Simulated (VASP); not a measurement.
A run of VASP 6.6.1 is set up as follows.

INCAR

```
SYSTEM = ZnS
PREC = Accurate ; ENCUT = 600
EDIFF = 1E-6 ; ISMEAR = 0
SIGMA = 0.03 ; LREAL = .False.
LASPH = .True. ; NELM = 80
ALGO = Normal ; ISIF = 3
LWAVE = .False. ; LCHARG = .False.
GGA = PS ; IBRION = 2
NSW = 90 ; EDIFFG = -0.01
```

File KPOINTS:

```
Automatic mesh
0
Gamma
  10 10 10
  0 0 0
```

POSCAR

```
ZnS
1.0
    0.0000000000      2.7020000000      2.7020000000
    2.7020000000      0.0000000000      2.7020000000
    2.7020000000      2.7020000000      0.0000000000
Zn S
1 1
Direct
    0.2500000000      0.2500000000      0.2500000000
    0.0000000000      0.0000000000      0.0000000000
```

Potentials or basis: VASP PAW PBE potentials, release 64 (Zn, S).

Run with:

```bash
$ cat potpaw_PBE.64/Zn/POTCAR potpaw_PBE.64/S/POTCAR > POTCAR
$ mpirun -np 1 vasp_std > vasp.out
```

Task: Estimate the band gap on the k mesh.

Result: 2.08 eV, direct.

Task: What does it give for the relaxed cell?

Result: a = 3.791 Å, b = 3.791 Å, c = 3.791 Å, α = 60.00°, β = 60.00°, γ = 60.00°.

Final structure:
```cif
data_structure
_symmetry_space_group_name_H-M 'P 1'
_symmetry_Int_Tables_number 1
_cell_length_a 3.7906
_cell_length_b 3.7906
_cell_length_c 3.7906
_cell_angle_alpha 60.000
_cell_angle_beta 60.000
_cell_angle_gamma 60.000
_cell_volume 38.51
loop_
_atom_site_label
_atom_site_type_symbol
_atom_site_fract_x
_atom_site_fract_y
_atom_site_fract_z
_atom_site_occupancy
Zn1 Zn 0.25000 0.25000 0.25000 1
S1 S 0.00000 0.00000 0.00000 1
```

 As with any semilocal functional, this PBEsol gap is likely too small.
